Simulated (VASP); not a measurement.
# AlN (strained measured structure): a PBE single-point calculation in VASP

INCAR

```
LREAL = .FALSE.
GGA = PE
IBRION = -1
EDIFF = 1E-7
ENCUT = 520
NSW = 0
NELM = 120
PREC = Accurate
SIGMA = 0.02
LELF = .TRUE.
LWAVE = .FALSE.
NBANDS = 16
LASPH = .TRUE.
ISIF = 2
ISMEAR = -1
LCHARG = .TRUE.
```

KPOINTS

```
KPOINTS created by Atomic Simulation Environment
0
Gamma
12 12 6
0 0 0
```

KPOINTS_OPT

```
special points
6
Reciprocal
0.0000000000 0.0000000000 0.0000000000 1
0.5000000000 0.0000000000 0.0000000000 1
0.3333333333 0.3333333333 0.0000000000 1
0.0000000000 0.0000000000 0.5000000000 1
0.5000000000 0.0000000000 0.5000000000 1
0.3333333333 0.3333333333 0.5000000000 1
```

POSCAR

```
Al N
 1.0000000000000000
     3.0675501517259760    0.0000000000288676    0.0000000000000000
    -1.5337750758879880    2.6565763587630706    0.0000000000000000
     0.0000000000000000    0.0000000000000000    4.9785885508999996
 Al  N
   2   2
Cartesian
 -0.0000000000166668  1.7710509058516695  0.0015503035080762
  1.5337750758546547  0.8855254529402685  2.4908445789580753
 -0.0000000000166668  1.7710509058516695  1.8903133458339236
  1.5337750758546547  0.8855254529402685  4.3796076212839230
```

VASP ran with the recommended PBE PAW datasets (16 valence electrons in the cell).

Command

```
mpirun -np 1 vasp_std
```

From OUTCAR

```
k-points           NKPTS =     76   k-points in BZ     NKDIM =     76   number of bands    NBANDS=     16

   NELECT =      16.0000    total number of electrons

   dimension x,y,z NGX =    24 NGY =   24 NGZ =   40
   dimension x,y,z NGXF=    48 NGYF=   48 NGZF=   80

  energy-cutoff  :      520.00
  volume of cell :       40.57
      direct lattice vectors                 reciprocal lattice vectors
     3.067550152  0.000000000  0.000000000     0.325993040  0.188212170  0.000000000
    -1.533775076  2.656576359  0.000000000    -0.000000000  0.376424339  0.000000000
     0.000000000  0.000000000  4.978588551     0.000000000  0.000000000  0.200860141

 k-points in reciprocal lattice and weights: KPOINTS created by Atomic Simulation Env
   0.00000000  0.00000000  0.00000000       0.001
   0.08333333 -0.00000000  0.00000000       0.007
   0.16666667 -0.00000000  0.00000000       0.007
   0.25000000 -0.00000000  0.00000000       0.007
   0.33333333 -0.00000000  0.00000000       0.007
   0.41666667 -0.00000000  0.00000000       0.007
   0.50000000 -0.00000000  0.00000000       0.003
   0.08333333  0.08333333  0.00000000       0.007
   ...

 E-fermi :   6.7728

 k-point     1 :       0.0000    0.0000    0.0000
  band No.  band energies     occupation
      1      -8.9272      2.00000
      2      -6.7470      2.00000
      3       0.2600      2.00000
      4       5.6296      2.00000
      5       5.6296      2.00000
      6       6.2485      2.00000
      7       6.2485      2.00000
      8       6.3523      2.00000
      9      10.8845      0.00000
     10      13.4771      0.00000
     11      17.1913      0.00000
     12      17.9341      0.00000
     13      17.9341      0.00000
     14      19.5613      0.00000
     15      19.9434      0.00000
     16      19.9434      0.00000

 k-point     2 :       0.0833   -0.0000    0.0000
  band No.  band energies     occupation
      1      -8.8345      2.00000
      2      -6.6924      2.00000
      3       0.3693      2.00000
      4       5.2053      2.00000
      5       5.5093      2.00000
      6       5.8332      2.00000
      7       6.2341      2.00000
      8       6.3178      2.00000
      9      11.2949      0.00000
     10      13.8491      0.00000
     11      16.8071      0.00000
     12      17.2858      0.00000
     13      18.2005      0.00000
     14      19.5234      0.00000
     15      19.8176      0.00000
     16      19.9926      0.00000

 k-point     3 :       0.1667   -0.0000    0.0000
  band No.  band energies     occupation
      1      -8.5642      2.00000
      2      -6.5421      2.00000
      3       0.6915      2.00000
      4       4.1681      2.00000
      5       4.9410      2.00000
      6       5.2277      2.00000
      7       6.1619      2.00000
      8       6.1939      2.00000
      9      12.1355      0.00000
     10      14.5251      0.00000
     11      15.7100      0.00000
     12      16.4979      0.00000
     13      18.9199      0.00000
     14      19.0327      0.00000
     15      19.0876      0.00000
     16      19.4741      0.00000

 k-point     4 :       0.2500   -0.0000    0.0000
  band No.  band energies     occupation
      1      -8.1428      2.00000
      2      -6.3408      2.00000
      3       1.2077      2.00000
      4       2.9533      2.00000
      5       3.9462      2.00000
      6       4.9050      2.00000
      7       5.9406      2.00000
      8       6.0310      2.00000
      9      12.8194      0.00000
     10      14.2215      0.00000
     11      14.6680      0.00000
     12      16.8356      0.00000
     13      18.2539      0.00000
     14      18.6266      0.00000
     15      18.7890      0.00000
     16      20.0957      0.00000

 k-point     5 :       0.3333   -0.0000    0.0000
  band No.  band energies     occupation
      1      -7.6245      2.00000
      2      -6.1678      2.00000
      3       1.8599      2.00000
      4       1.8878      2.00000
      5       3.0481      2.00000
      6       4.6248      2.00000
      7       5.5160      2.00000
      8       5.8874      2.00000
      9      12.8370      0.00000
     10      13.1598      0.00000
     11      14.6339      0.00000
     12      17.0389      0.00000
     13      18.0378      0.00000
     14      18.4734      0.00000
     15      18.7627      0.00000
     16      21.2318      0.00000

 k-point     6 :       0.4167   -0.0000    0.0000
  band No.  band energies     occupation
      1      -7.1166      2.00000
      2      -6.1164      2.00000
      3       1.1328      2.00000
      4       2.3917      2.00000
      5       2.6097      2.00000
      6       4.4384      2.00000
      7       4.9541      2.00000
      8       5.7799      2.00000
      9      12.4310      0.00000
     10      12.5534      0.00000
     11      14.8259      0.00000
     12      16.9118      0.00000
     13      17.6713      0.00000
     14      18.7849      0.00000
     15      19.2396      0.00000
     16      21.9486      0.00000

 k-point     7 :       0.5000   -0.0000    0.0000
  band No.  band energies     occupation
      1      -6.8594      2.00000
      2      -6.1561      2.00000
      3       0.8715      2.00000
      4       2.1628      2.00000
      5       3.0136      2.00000
      6       4.3734      2.00000
      7       4.5931      2.00000
      8       5.7405      2.00000
      9      12.1963      0.00000
     10      12.4133      0.00000
     11      14.8836      0.00000
     12      16.8994      0.00000
     13      17.5478      0.00000
     14      18.8720      0.00000
     15      19.4823      0.00000
     16      21.8303      0.00000

 k-point     8 :       0.0833    0.0833    0.0000
  band No.  band energies     occupation
      1      -8.6529      2.00000
      2      -6.5898      2.00000
      3       0.5851      2.00000
      4       4.6079      2.00000
      5       4.8829      2.00000
      6       5.5617      2.00000
      7       6.1136      2.00000
      8       6.2384      2.00000
      9      11.9153      0.00000
     10      14.4393      0.00000
     11      16.1283      0.00000
     12      16.4600      0.00000
     13      18.7284      0.00000
     14      18.9534      0.00000
     15      19.3325      0.00000
     16      20.0715      0.00000

 k-point     9 :       0.1667    0.0833    0.0000
  band No.  band energies     occupation
      1      -8.3064      2.00000
      2      -6.4129      2.00000
      3       1.0049      2.00000
      4       3.5616      2.00000
      5       4.0689      2.00000
      6       5.1341      2.00000
      7       5.9350      2.00000
      8       6.0528      2.00000
      9      12.7233      0.00000
     10      14.8740      0.00000
     11      14.9712      0.00000
     12      16.0827      0.00000
     13      18.2267      0.00000
     14      18.6482      0.00000
     15      19.3300      0.00000
     16      19.8992      0.00000

 k-point    10 :       0.2500    0.0833    0.0000
  band No.  band energies     occupation
      1      -7.8335      2.00000
      2      -6.2227      2.00000
      3       1.6001      2.00000
      4       2.4237      2.00000
      5       3.3100      2.00000
      6       4.6571      2.00000
      7       5.7181      2.00000
      8       5.7492      2.00000
      9      13.1715      0.00000
     10      13.7121      0.00000
     11      14.6747      0.00000
     12      16.7759      0.00000
     13      17.7300      0.00000
     14      18.3428      0.00000
     15      19.0433      0.00000
     16      20.8514      0.00000

 k-point    11 :       0.3333    0.0833    0.0000
  band No.  band energies     occupation
      1      -7.3094      2.00000
      2      -6.1097      2.00000
      3       1.5112      2.00000
      4       2.3055      2.00000
      5       2.6660      2.00000
      6       4.2954      2.00000
      7       5.2203      2.00000
      8       5.5868      2.00000
      9      12.6871      0.00000
     10      13.0787      0.00000
     11      14.8738      0.00000
     12      16.8891      0.00000
     13      17.5330      0.00000
     14      18.8532      0.00000
     15      18.9125      0.00000
     16      21.5782      0.00000

 k-point    12 :       0.4167    0.0833    0.0000
  band No.  band energies     occupation
      1      -6.8880      2.00000
      2      -6.1319      2.00000
      3       1.0060      2.00000
      4       2.2726      2.00000
      5       2.9574      2.00000
      6       4.1059      2.00000
      7       4.6876      2.00000
      8       5.4937      2.00000
      9      12.2007      0.00000
     10      12.8470      0.00000
     11      15.0494      0.00000
     12      16.8469      0.00000
     13      17.4495      0.00000
     14      18.8373      0.00000
     15      19.4667      0.00000
     16      21.9549      0.00000

 ...

  Total        2.9498655      2.9498655      1.8367146      0.0000000      0.0000000      0.0000000
  in kB      116.4910558    116.4910558     72.5323996      0.0000000      0.0000000      0.0000000
  external PRESSURE =     101.8381704 kB  Pullay stress =       0.0000000 kB

 POSITION                                       TOTAL-FORCE (eV/Angst)
 -----------------------------------------------------------------------------------
     -0.00000      1.77105      0.00155         0.000000      0.000000      0.001030
      1.53378      0.88553      2.49084        -0.000000      0.000000      0.001030
     -0.00000      1.77105      1.89031         0.000000      0.000000     -0.001030
      1.53378      0.88553      4.37961        -0.000000     -0.000000     -0.001030
 -----------------------------------------------------------------------------------
    total drift:                                0.000000      0.000000     -0.000622

  FREE ENERGIE OF THE ION-ELECTRON SYSTEM (eV)
  ---------------------------------------------------
  free  energy   TOTEN  =       -29.7153923422 eV

  energy  without entropy=      -29.7153923421  energy(sigma->0) =      -29.71539234
```

The gap between bands v and c is 4.53 eV, the least direct gap is 4.53 eV and the pressure is 10.2 GPa.

Band v is the last that the valence electrons fill when counted band by band, and c is the next.

The run took about 44 s on one core of a shared host (Intel Xeon Platinum 8488C) and held 0.2 GiB at most.
